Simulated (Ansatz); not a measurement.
The system is ZnS (Wurtzite-6H).

```
CELL_PARAMETERS angstrom
3.81200 0.00000 0.00000
-1.90600 3.30129 0.00000
0.00000 0.00000 18.68999
ATOMIC_POSITIONS crystal
Zn 0.33333 0.66667 0.83333
Zn 0.66667 0.33333 0.33333
Zn 0.66667 0.33333 0.66667
Zn 0.33333 0.66667 0.16667
Zn 0.00000 0.00000 0.50000
Zn 0.00000 0.00000 0.00000
S 0.33333 0.66667 0.95833
S 0.66667 0.33333 0.45833
S 0.66667 0.33333 0.79167
S 0.33333 0.66667 0.29167
S 0.00000 0.00000 0.62500
S 0.00000 0.00000 0.12500
```

Program: Ansatz 0.2.0. Alike in all runs: task band structure; potentials or basis Ansatz PAW; no spin polarisation; cell as given; k mesh 8 × 8 × 2; cutoff (eV) 420; smearing fermi-dirac 0.05 eV.

Task: Order these runs on this cell by their pressure, lowest first.
A. level RPBE
B. level LDA
C. level PBEsol

Result: B (-4.1 GPa), C (-1.5 GPa), A (4.7 GPa).

Caveats: the PAW data sets come from PBE, with cores solved anew for the run's functional, which leaves a small shift of forces and pressure.
